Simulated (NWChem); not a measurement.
# C4H8 (SMILES C=CCC) at 6 levels

We compute a comparison of 6 runs (HF/STO-3G, HF/3-21G, B3LYP/6-31G*, r2SCAN/def2-SVP, CCSD/6-31G*, CCSD(T)/6-31G*) of C4H8. 

The calculation is run with NWChem 7.3.0.

### 1 The system as given

C4H8 has 12 atoms, charge 0, and is taken as a singlet. SMILES: `C=CCC`. Geometry: relaxed at PBE0-D4/def2-TZVP. This is one conformer, not always the lowest.

Bond lengths: C1–C2 1.325 Å, C2–C3 1.492 Å, C3–C4 1.525 Å, C1–H5 1.086 Å, C1–H6 1.084 Å, C2–H7 1.090 Å, C3–H8 1.094 Å, C3–H9 1.097 Å, C4–H10 1.093 Å, C4–H11 1.092 Å, C4–H12 1.092 Å. Some angles: C1–C2–C3 125.3°, C2–C3–C4 112.5°, C1–C2–H7 118.9°, C3–C2–H7 115.8°, C2–C1–H5 121.3°, C2–C1–H6 121.7°, C2–C3–H8 109.5°, C2–C3–H9 109.0°, C4–C3–H8 110.2°, C4–C3–H9 108.9°.

### 2 Energy and gradient at HF/STO-3G (run 1)

sp.nw

```
start sp
memory total 2200 mb
geometry units angstroms noautosym nocenter noautoz
C       -0.102800       1.905000       0.560800
C        0.327700       0.889700      -0.174300
C       -0.446000      -0.352500      -0.465500
C        0.258200      -1.608200       0.036200
H       -1.092900       1.899200       1.007100
H        0.512900       2.778300       0.742300
H        1.330000       0.935100      -0.599700
H       -1.442300      -0.274800      -0.019600
H       -0.593000      -0.436900      -1.549400
H        1.253200      -1.704600      -0.406500
H        0.380200      -1.579000       1.121300
H       -0.308300      -2.506700      -0.218800
end
basis spherical bse
C library STO-3G
H library STO-3G
end
scf
thresh 1e-08
maxiter 80
end
task scf gradient
```

Run with:

```bash
$ nwchem sp.nw > sp.out
```

What it wrote:

```text
[...]
  functions       =    28
[...]
  wavefunction    = RHF
[...]
         Total SCF energy =   -154.238449227511
      One-electron energy =   -440.631216649130
      Two-electron energy =    168.812657812151
 Nuclear repulsion energy =    117.580109609468
        Time for solution =      1.4s
[...]
                         RHF ENERGY GRADIENTS
    atom               coordinates                        gradient
                 x          y          z           x          y          z
   1 C      -0.194264   3.599928   1.059758   -0.005589   0.020673   0.013836
   2 C       0.619263   1.681289  -0.329379   -0.010329  -0.042979  -0.019484
   3 C      -0.842818  -0.666128  -0.879667    0.026196   0.006737   0.015429
   4 C       0.487927  -3.039057   0.068408   -0.011463   0.019038  -0.008091
   5 H      -2.065282   3.588968   1.903143   -0.004307  -0.001811   0.000874
   6 H       0.969240   5.250226   1.402744    0.002666   0.001716  -0.000076
   7 H       2.513336   1.767083  -1.133269    0.004039   0.000998  -0.000938
   8 H      -2.725552  -0.519297  -0.037039   -0.005422   0.001761   0.001377
   9 H      -1.120608  -0.825621  -2.927941   -0.000982   0.000294  -0.005143
  10 H       2.368205  -3.221227  -0.768174    0.005847  -0.001448  -0.001774
  11 H       0.718474  -2.983877   2.118950    0.001164   0.000216   0.005286
[...]
```

It took 2.2 s on 1 thread of Intel Xeon Platinum 8488C (Sapphire Rapids), shared host; peak memory 0.096 GiB.

### 3 Energy and forces at HF/3-21G (run 2)

c4h8.xyz

```xyz
12
C4H8
C     -0.102800     1.905000     0.560800
C      0.327700     0.889700    -0.174300
C     -0.446000    -0.352500    -0.465500
C      0.258200    -1.608200     0.036200
H     -1.092900     1.899200     1.007100
H      0.512900     2.778300     0.742300
H      1.330000     0.935100    -0.599700
H     -1.442300    -0.274800    -0.019600
H     -0.593000    -0.436900    -1.549400
H      1.253200    -1.704600    -0.406500
H      0.380200    -1.579000     1.121300
H     -0.308300    -2.506700    -0.218800
```

c4h8.nw

```
start c4h8
title "C4H8"
memory 2200 mb
geometry units angstrom noautosym nocenter noautoz
  load c4h8.xyz
end
basis spherical bse
  * library 3-21G
end
scf
  thresh 1e-08
  maxiter 80
  noprint "final vectors analysis"
end
task scf gradient
```

Run with:

```bash
$ nwchem c4h8.nw > c4h8.out
```

What it wrote:

```text
[...]
  functions       =    52
[...]
  wavefunction    = RHF
[...]
         Total SCF energy =   -155.242166026334
      One-electron energy =   -440.581352268055
      Two-electron energy =    167.759076632253
 Nuclear repulsion energy =    117.580109609468
        Time for solution =      1.6s
[...]
                         RHF ENERGY GRADIENTS
    atom               coordinates                        gradient
                 x          y          z           x          y          z
   1 C      -0.194264   3.599928   1.059758   -0.000440   0.004398   0.002670
   2 C       0.619263   1.681289  -0.329379   -0.010978  -0.017496  -0.006367
   3 C      -0.842818  -0.666128  -0.879667    0.017680  -0.001556   0.010564
   4 C       0.487927  -3.039057   0.068408   -0.008468   0.013505  -0.006622
   5 H      -2.065282   3.588968   1.903143   -0.007802  -0.001032   0.002915
   6 H       0.969240   5.250226   1.402744    0.005110   0.006209   0.000995
   7 H       2.513336   1.767083  -1.133269    0.008121   0.000833  -0.002877
   8 H      -2.725552  -0.519297  -0.037039   -0.005856   0.001400   0.002113
   9 H      -1.120608  -0.825621  -2.927941   -0.001061  -0.000233  -0.006083
  10 H       2.368205  -3.221227  -0.768174    0.005166  -0.000912  -0.001731
  11 H       0.718474  -2.983877   2.118950    0.001070  -0.000381   0.005619
[...]
```

Wall time 2.5 s (1 thread of Intel Xeon Platinum 8488C (Sapphire Rapids), shared host); peak memory 0.094 GiB.

Runs 3 to 5 aren't shown in full; the table further down has their settings and results.

### 4 The energy at CCSD(T)/6-31G(d) (spherical functions) (run 6)

calc.nw

```
start calc
title "C4H8 energy"
memory total 2200 mb
charge 0

geometry units angstroms noautosym nocenter noautoz
   C       -0.102800       1.905000       0.560800
   C        0.327700       0.889700      -0.174300
   C       -0.446000      -0.352500      -0.465500
   C        0.258200      -1.608200       0.036200
   H       -1.092900       1.899200       1.007100
   H        0.512900       2.778300       0.742300
   H        1.330000       0.935100      -0.599700
   H       -1.442300      -0.274800      -0.019600
   H       -0.593000      -0.436900      -1.549400
   H        1.253200      -1.704600      -0.406500
   H        0.380200      -1.579000       1.121300
   H       -0.308300      -2.506700      -0.218800
end

basis spherical bse
   * library 6-31G*
end

scf
   thresh 1e-08
   maxiter 80
end

ccsd
   freeze core 4
   maxiter 60
end

task ccsd(t) energy
```

Run with:

```bash
$ nwchem calc.nw > calc.out
```

What it wrote:

```text
[...]
  functions       =    72
[...]
  wavefunction    = RHF
[...]
         Total SCF energy =   -156.104797593025
      One-electron energy =   -441.913724639429
      Two-electron energy =    168.228817436936
 Nuclear repulsion energy =    117.580109609468
        Time for solution =      7.0s
[...]
 Total MP2 energy:           -156.615414931105079
[...]
             energy      energy      error      ampl     ampl      Block
                                                time     time      time
[...]
 Total CCSD energy:           -156.666161564858754
[...]
 Total CCSD+T(CCSD) energy:           -156.684255882289420
[...]
 Total CCSD(T) energy:                -156.683531906884014
[...]
```

It took 70 s on 1 thread of Intel Xeon Platinum 8488C (Sapphire Rapids), shared host; peak memory 0.17 GiB.

### 5 The series

| run | level | iteration cap | module | energy (Eh) | HOMO energy (eV) | LUMO energy (eV) | HOMO–LUMO gap (eV) | wall time |
| --- | --- | --- | --- | --- | --- | --- | --- | --- |
| 1 | HF/STO-3G | 80 | scf | -154.238449 | -8.37 | 8.83 | 17.20 | 2.2 s |
| 2 | HF/3-21G | 80 | scf | -155.242166 | – | – | – | 2.5 s |
| 3 | B3LYP/6-31G* (spherical functions) | 100 | dft | -157.217686 | – | – | – | 38 s |
| 4 | r2SCAN/def2-SVP | 100 | dft | -156.994586 | -6.39 | -0.22 | 6.17 | 32 s |
| 5 | CCSD/6-31G* (spherical functions) | 80 | ccsd | -156.666162 | -9.66 | 5.07 | 14.73 | 57 s |
| 6 | CCSD(T)/6-31G* (spherical functions) | 80 | ccsd(t) | -156.683532 | -9.66 | 5.07 | 14.73 | 70 s |

### 6 Summary of results

| quantity | value |
| --- | --- |
| run 6: total energy | -156.68353 Eh |
| run 6: HOMO energy (Hartree–Fock orbitals) | -9.66 eV |
| run 6: LUMO energy (Hartree–Fock orbitals) | 5.07 eV |
| run 6: HOMO–LUMO gap (Hartree–Fock orbitals) | 14.73 eV |
| run 6: correlation energy (4 core orbitals frozen) | -578.7 mEh |
| run 6: (T) correction | -17.37 mEh |

What this shows: Over runs 1, 2, 4 the dipole moment (its size) runs from 0.27 D (HF/STO-3G) to 0.42 D (r2SCAN/def2-SVP). The two ends differ in method and basis. Totals of different functionals can't be ranked against each other. In run 1 the basis is minimal, so the values are rough. All runs together took 3.4 min, the longest 70 s.
